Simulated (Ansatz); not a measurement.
Redistribution: C4H9I + C3H8S → C4H10S + C3H7I

Species: C4H9I (tert-butyl iodide) `CC(C)(C)I`, singlet; C3H8S (1-propanethiol) `CCCS`, singlet; C4H10S (2-methyl-2-propanethiol) `CC(C)(C)S`, singlet; C3H7I `CCCI`, singlet. The partners trade I for SH; both sit on C, so the bond types are kept.

Shapes, held fixed at every level: PBE0-D4/def2-TZVP. Flexible molecules stand in one conformer, not always the lowest. Programs: Ansatz 0.2.0. Electronic energies: no zero-point or thermal term.

```
               level                    kind  ΔE (kJ/mol)  less CCSD(T)/def2-TZVPP
       HF/def2-TZVPP            Hartree–Fock         -0.4                     -1.2
r2SCAN-D4/def2-TZVPP                meta-GGA         +1.7                     +0.9
  wB97M-V/def2-TZVPP  range-separated hybrid         -0.1                     -0.9
  wB97X-V/def2-TZVPP  range-separated hybrid         -0.4                     -1.2
   B2PLYP/def2-TZVPP           double hybrid         +1.1                     +0.3
      MP2/def2-TZVPP     perturbation theory         +1.8                     +1.0
  CCSD(T)/def2-TZVPP   coupled cluster or CI         +0.8                      0.0
```

The highest level, CCSD(T)/def2-TZVPP, gives ΔE = +0.8 kJ/mol; the levels span -0.4 to +1.8. That is about zero within the method's error. They disagree on the sign: 4 of 7 are positive. The column of differences is taken from that level and isn't an error. No measured value is set beside it here. For atoms past krypton def2 sets carry core potentials with scalar relativity. Correlated rows may include outer-core shells of I, which these sets cover unevenly.
